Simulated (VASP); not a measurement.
# BaTiO3 (P4mm) in VASP: notebook

Aim: see how the results for BaTiO3 move with the level of theory and the settings. Levels: PBEsol, LDA. Tasks: relaxation of cell and atoms.

Everything below comes from runs of VASP 6.6.1. Logs are shortened: lines on timing, memory, paths and dates and some standing lists are left out, and cuts for length are marked.

### Step 1. The crystal as given

It takes space group P4mm (No. 99, tetragonal). Conventional cell: a = 3.990 Å, b = 3.990 Å, c = 4.103 Å, α = 90.00°, β = 90.00°, γ = 90.00°. Ba (site symmetry 4mm) has 12 O at 2.81 to 2.92 Å as nearest neighbours. Ti (site symmetry 4mm) is surrounded by 5 O at 1.84 to 2.00 Å. O (site symmetry 2mm) has 2 Ti at 2.00 Å as nearest neighbours. Around O (site symmetry 4mm) lie 1 Ti at 1.84 Å.

The cell is a database's computed one.

### Step 2. Relaxation of cell and atoms, PBEsol

INCAR

```
  PREC = Accurate
  ENCUT = 600
  EDIFF = 1E-7
  ISMEAR = 0
  SIGMA = 0.02
  LREAL = F
  LASPH = T
  NELM = 80
  ALGO = Normal
  ISIF = 3
  LWAVE = F
  LCHARG = F
  GGA = PS
  IBRION = 2
  NSW = 90
  EDIFFG = -0.005
```

KPOINTS

```
Automatic mesh
0
Gamma
  8 8 8
```

POSCAR

```
BaTiO3
1.0
    3.9903792100      0.0000000000      0.0000000000
    0.0000000000      3.9903792100      0.0000000000
    0.0000000000      0.0000000000      4.1026553900
Ba Ti O
1 1 3
Direct
    0.5000000000      0.5000000000      0.5825414600
    0.0000000000      0.0000000000      0.1000427000
    0.0000000000      0.5000000000      0.0642205400
    0.5000000000      0.0000000000      0.0642205400
    0.0000000000      0.0000000000      0.5489717500
```

Potentials or basis: VASP PAW PBE potentials, release 64 (Ba_sv, Ti_sv, O).

Launch:

```
$ cat potpaw_PBE.64/Ba_sv/POTCAR potpaw_PBE.64/Ti_sv/POTCAR potpaw_PBE.64/O/POTCAR > POTCAR
$ mpirun -np 1 vasp_std > vasp.out
```

OUTCAR:

```text
PREC = Accurate
   ENCUT = 600
   EDIFF = 1E-7
   ISMEAR = 0
   LREAL = F
   LASPH = T
   NELM = 80
   ISIF = 3
   GGA = PS
   IBRION = 2
   NSW = 90
   EDIFFG = -0.005

 ion  position               nearest neighbor table
   1  0.500  0.500  0.583-   3 2.81   4 2.81   4 2.81   3 2.81   5 2.82   5 2.82   5 2.82   5 2.82
                             3 2.92   4 2.92   3 2.92   4 2.92   2 3.45   2 3.45   2 3.45   2 3.45
   2  0.000  0.000  0.100-   5 1.84   4 2.00   3 2.00   3 2.00   4 2.00   5 2.26   1 3.45   1 3.45
                             1 3.45   1 3.45   1 3.53   1 3.53   1 3.53   1 3.53
   3  0.000  0.500  0.064-   2 2.00   2 2.00   1 2.81   1 2.81   1 2.92   1 2.92
   4  0.500  0.000  0.064-   2 2.00   2 2.00   1 2.81   1 2.81   1 2.92   1 2.92
   5  0.000  0.000  0.549-   2 1.84   2 2.26   1 2.82   1 2.82   1 2.82   1 2.82

  LATTYP: Found a simple tetragonal cell.
 ALAT       =     3.9903792100
 C/A-ratio  =     1.0281367194

  Lattice vectors:

 A1 = (   3.9903792100,   0.0000000000,   0.0000000000)
 A2 = (   0.0000000000,   3.9903792100,   0.0000000000)
 A3 = (   0.0000000000,   0.0000000000,   4.1026553900)

Analysis of symmetry for initial positions (statically):
=====================================================================
 Subroutine PRICEL returns:
 Original cell was already a primitive cell.

 Routine SETGRP: Setting up the symmetry group for a
 simple tetragonal supercell.

 Subroutine GETGRP returns: Found  8 space group operations
 (whereof  8 operations were pure point group operations)
 out of a pool of 16 trial point group operations.

The static configuration has the point symmetry C_4v.

Analysis of symmetry for dynamics (positions and initial velocities):
=====================================================================
 Subroutine PRICEL returns:
 Original cell was already a primitive cell.

 Routine SETGRP: Setting up the symmetry group for a
 simple tetragonal supercell.

 Subroutine GETGRP returns: Found  8 space group operations
 (whereof  8 operations were pure point group operations)
 out of a pool of 16 trial point group operations.

The dynamic configuration has the point symmetry C_4v.

 Subroutine INISYM returns: Found  8 space group operations
 (whereof  8 operations are pure point group operations),
 and found     1 'primitive' translations

----------------------------------------------------------------------------------------

                                     Primitive cell

  volume of cell :      65.3271

  direct lattice vectors                    reciprocal lattice vectors
     3.990379210  0.000000000  0.000000000     0.250602749  0.000000000  0.000000000
     0.000000000  3.990379210  0.000000000     0.000000000  0.250602749  0.000000000
     0.000000000  0.000000000  4.102655390     0.000000000  0.000000000  0.243744576

  length of vectors
     3.990379210  3.990379210  4.102655390     0.250602749  0.250602749  0.243744576

  position of ions in fractional coordinates (direct lattice)
     0.500000000  0.500000000  0.582541460
     0.000000000  0.000000000  0.100042700
     0.000000000  0.500000000  0.064220540
     0.500000000  0.000000000  0.064220540
     0.000000000  0.000000000  0.548971750

  ion indices of the primitive-cell ions
   primitive index   ion index
                 1           1
                 2           2
                 3           3
                 4           4
                 5           5

----------------------------------------------------------------------------------------

 KPOINTS: Automatic mesh

Automatic generation of k-mesh.
 Grid dimensions read from file:
 generate k-points for:    8    8    8

 Generating k-lattice:

  Cartesian coordinates                     Fractional coordinates (reciprocal lattice)
     0.031325344  0.000000000  0.000000000     0.125000000  0.000000000  0.000000000
     0.000000000  0.031325344  0.000000000     0.000000000  0.125000000  0.000000000
     0.000000000  0.000000000  0.030468072     0.000000000  0.000000000  0.125000000

  Length of vectors
     0.031325344  0.031325344  0.030468072

  Shift w.r.t. Gamma in fractional coordinates (k-lattice)
     0.000000000  0.000000000  0.000000000

 Subroutine IBZKPT returns following result:
 ===========================================

 Found     75 irreducible k-points:

 Following reciprocal coordinates:
            Coordinates               Weight
  0.000000  0.000000  0.000000      1.000000
  0.125000  0.000000  0.000000      4.000000
  0.250000  0.000000  0.000000      4.000000
  0.375000  0.000000  0.000000      4.000000
  0.500000  0.000000  0.000000      2.000000
  0.125000  0.125000  0.000000      4.000000
[... 16 lines left out ...]
  0.375000  0.125000  0.125000     16.000000
  0.500000  0.125000  0.125000      8.000000
 [... further k-points ...]
   k-points           NKPTS =     75   k-points in BZ     NKDIM =     75   number of bands    NBANDS=     24
   number of dos      NEDOS =    301   number of ions     NIONS =      5
   total plane-waves  NPLWV =  36864
   dimension x,y,z NGX =    32 NGY =   32 NGZ =   36
   dimension x,y,z NGXF=    64 NGYF=   64 NGZF=   72
   ions per type =               1   1   3
   NGX,Y,Z   is equivalent  to a cutoff of  13.33, 13.33, 14.59 a.u.
   NGXF,Y,Z  is equivalent  to a cutoff of  26.66, 26.66, 29.18 a.u.
 SYSTEM =  unknown system
   PREC   = accura    normal or accurate (medium, high low for compatibility)
   ISTART =      0    job   : 0-new  1-cont  2-samecut
   ICHARG =      2    charge: 1-file 2-atom 10-const
   ISPIN  =      1    spin polarized calculation?
   LNONCOLLINEAR =      F non collinear calculations
   LSORBIT =      F    spin-orbit coupling
   LASPH  =      T    aspherical Exc in radial PAW
   ENCUT  =  600.0 eV  44.10 Ry    6.64 a.u.   7.97  7.97  8.19*2*pi/ulx,y,z
   NELM   =     80;   NELMIN=  2; NELMDL= -5     # of ELM steps
   EDIFF  = 0.1E-06   stopping-criterion for ELM
   LREAL  =      F    real-space projection
   EDIFFG = -.5E-02   stopping-criterion for IOM
   NSW    =     90    number of steps for IOM
   IBRION =      2    ionic relax: 0-MD 1-quasi-New 2-CG
   NFREE  =      1    steps in history (QN), initial steepest desc. (CG)
   ISIF   =      3    stress and relaxation
   ISYM   =      2    0-nonsym 1-usesym 2-fastsym
   POTIM  = 0.5000    time-step for ionic-motion
   TEBEG  =    0.0;   TEEND  =   0.0 temperature during run
   PSTRESS=    0.0 pullay stress
   NELECT =      40.0000    total number of electrons
   NUPDOWN=      -1.0000    fix difference up-down
   EMIN   =  10.00;   EMAX   =-10.00  energy-range for DOS
   EFERMI =   0.00;   METHOD = LEGACY
   ISMEAR =     0;   SIGMA  =   0.02  broadening in eV -4-tet -1-fermi 0-gaus
   EFERMI_NEDOS =   21; number of points for ismear=-14 and -15
   IALGO  =     38    algorithm
   IMIX   =      4    mixing-type and parameters
     AMIX     =   0.40;   BMIX     =  1.00
     AMIX_MAG =   1.60;   BMIX_MAG =  1.00
  volume/ion in A,a.u.               =      13.07        88.17
  Fermi-wavevector in a.u.,A,eV,Ry     =   1.390157  2.627015 26.293737  1.932535
  Thomas-Fermi vector in A             =   2.514119
   LORBIT       =      0    0 simple, 1 ext, 2 COOP (PROOUT), +10 PAW based schemes
   GGA     = PS    functional components
   LHFCALC =     F    Hartree Fock is set to
   AEXX    =    0.0000 exact exchange contribution
   IVDW    =     0    specifies the selected vdW correction
   LEPSILON=     F    determine dielectric tensor
   LRPA    =     F    only Hartree local field effects (RPA)
 conjugate gradient relaxation of ions
 non-spin polarized calculation
 Gauss-broadening in eV      SIGMA  =   0.02
  energy-cutoff  :      600.00
  volume of cell :       65.33
 maximum number of plane-waves:      2212
 NGX is ok and might be reduce to    32
   NGX = 15   NGY = 15   NGZ = 17

--------------------------------------- Ionic step        1  -------------------------------------------

 number of electron      39.9999993 magnetization

 Free energy of the ion-electron system (eV)
  ---------------------------------------------------
  ext. energy  EPLUGINS =         0.00000000
  ---------------------------------------------------
  free energy    TOTEN  =       -41.99818009 eV

  energy without entropy =      -41.99818009  energy(sigma->0) =      -41.99818009

------------------------ aborting loop because EDIFF is reached ----------------------------------------

  FORCE on cell =-STRESS in cart. coord.  units (eV):
  Direction    XX          YY          ZZ          XY          YZ          ZX
  --------------------------------------------------------------------------------------
  -------------------------------------------------------------------------------------
  Total       -1.2888713     -1.2888713     -1.1904247      0.0000000      0.0000000      0.0000000
  in kB      -31.6101652    -31.6101652    -29.1957161      0.0000000      0.0000000      0.0000000
  external PRESSURE =     -30.8053488 kB  Pullay stress =       0.0000000 kB
[... 98 lines left out ...]
  FREE ENERGIE OF THE ION-ELECTRON SYSTEM (eV)
  ---------------------------------------------------
  free  energy   TOTEN  =       -42.0095985355 eV

  energy  without entropy=      -42.0095985355  energy(sigma->0) =      -42.00959854

[... ionic steps 4 to 10 ...]

--------------------------------------- Ionic step       11  -------------------------------------------

 number of electron      39.9999987 magnetization

------------------------ aborting loop because EDIFF is reached ----------------------------------------

  FORCE on cell =-STRESS in cart. coord.  units (eV):
  Direction    XX          YY          ZZ          XY          YZ          ZX
  --------------------------------------------------------------------------------------
  -------------------------------------------------------------------------------------
  Total       -0.0045755     -0.0045755      0.0104259      0.0000000      0.0000000      0.0000000
  in kB       -0.1145685     -0.1145685      0.2610578      0.0000000      0.0000000      0.0000000
  external PRESSURE =       0.0106403 kB  Pullay stress =       0.0000000 kB
[... 63 lines left out ...]
  energy  without entropy=      -42.0105701777  energy(sigma->0) =      -42.01057018

--------------------------------------- Ionic step       13  -------------------------------------------

 number of electron      39.9999987 magnetization

 Free energy of the ion-electron system (eV)
  ---------------------------------------------------
  ext. energy  EPLUGINS =         0.00000000
  ---------------------------------------------------
  free energy    TOTEN  =       -42.01057613 eV

  energy without entropy =      -42.01057613  energy(sigma->0) =      -42.01057613

 E-fermi :   3.9984     XC(G=0): -11.5177

 val. band max:        3.8187554121   @ k =   0.5000   0.5000   0.5000
 cond. band min:       5.5841328439   @ k =   0.0000   0.0000   0.0000
 fundamental gap:      1.7653774317
 Fermi energy:         3.9984122346

 k-point     1 :       0.0000    0.0000    0.0000
  band No.  band energies     occupation
      1     -52.4609      2.00000
      2     -28.8676      2.00000
      3     -28.7905      2.00000
      4     -28.7905      2.00000
      5     -21.0763      2.00000
      6     -13.1105      2.00000
[... 637 lines left out ...]
     23       7.4696      0.00000
     24       8.5818      0.00000

 [... further k-points ...]

------------------------ aborting loop because EDIFF is reached ----------------------------------------

  FORCE on cell =-STRESS in cart. coord.  units (eV):
  Direction    XX          YY          ZZ          XY          YZ          ZX
  --------------------------------------------------------------------------------------
  -------------------------------------------------------------------------------------
  Total        0.0105173      0.0105173     -0.0018299      0.0000000      0.0000000      0.0000000
  in kB        0.2634219      0.2634219     -0.0458319      0.0000000      0.0000000      0.0000000
  external PRESSURE =       0.1603373 kB  Pullay stress =       0.0000000 kB
[... 20 lines left out ...]
  FREE ENERGIE OF THE ION-ELECTRON SYSTEM (eV)
  ---------------------------------------------------
  free  energy   TOTEN  =       -42.0105761343 eV

  energy  without entropy=      -42.0105761343  energy(sigma->0) =      -42.01057613

 reached required accuracy - stopping structural energy minimisation
```

Wall time 7.5 min (1 thread of Intel Xeon 6975P-C (Granite Rapids), shared host); peak memory 0.31 GiB.

Results:

* Free energy: -42.0106 eV
* Relaxed volume: 12.79 Å³/atom
* Relaxed cell: a = 3.967 Å, b = 3.967 Å, c = 4.066 Å, α = 90.00°, β = 90.00°, γ = 90.00°
* Space group after relaxing (to 0.05 Å): P4mm (No. 99)
* Energy gained by relaxing: 2.5 meV/atom
* Ionic steps: 13
* Pressure after relaxing: 0.0 GPa
* Largest force after relaxing: 0.005 eV/Å
* Band gap on the k mesh: 1.77 eV, indirect (least direct gap 2.19 eV)

Forces in eV/Å, atoms in the order of the input:
```
Ba   0.000  0.000 -0.003
Ti   0.000  0.000  0.005
O    0.000  0.000  0.000
O    0.000  0.000  0.000
O    0.000  0.000 -0.001
```

Step by step:
```csv
step,energy change (eV),largest force (eV/Å),pressure (GPa),volume (Å³)
1,0.0000,0.1132,-3.08,65.33
2,0.0023,0.3960,3.50,62.98
3,-0.0114,0.1318,-0.06,64.19
4,-0.0121,0.0243,-0.02,64.09
5,-0.0121,0.0186,-0.02,64.09
6,-0.0122,0.0123,0.00,64.06
7,-0.0123,0.0227,0.04,64.02
8,-0.0123,0.0100,-0.07,64.04
9,-0.0123,0.0100,-0.11,64.05
10,-0.0124,0.0105,-0.07,64.03
11,-0.0124,0.0113,0.00,63.99
12,-0.0124,0.0089,0.01,63.98
13,-0.0124,0.0048,0.02,63.97
```

Final structure:
```
CELL_PARAMETERS angstrom
3.96658 0.00000 0.00000
0.00000 3.96658 0.00000
0.00000 0.00000 4.06565
ATOMIC_POSITIONS crystal
Ba 0.50000 0.50000 0.58219
Ti 0.00000 0.00000 0.09861
O 0.00000 0.50000 0.06385
O 0.50000 0.00000 0.06385
O 0.00000 0.00000 0.55150
```

Caveat: the PAW data sets were made with another functional, which shifts forces and pressure a little; spin-orbit coupling is left out, which moves the levels of the heavy elements. PBEsol gaps usually lie below the measured ones, often by a third to a half.

[end of part 1 of 2]
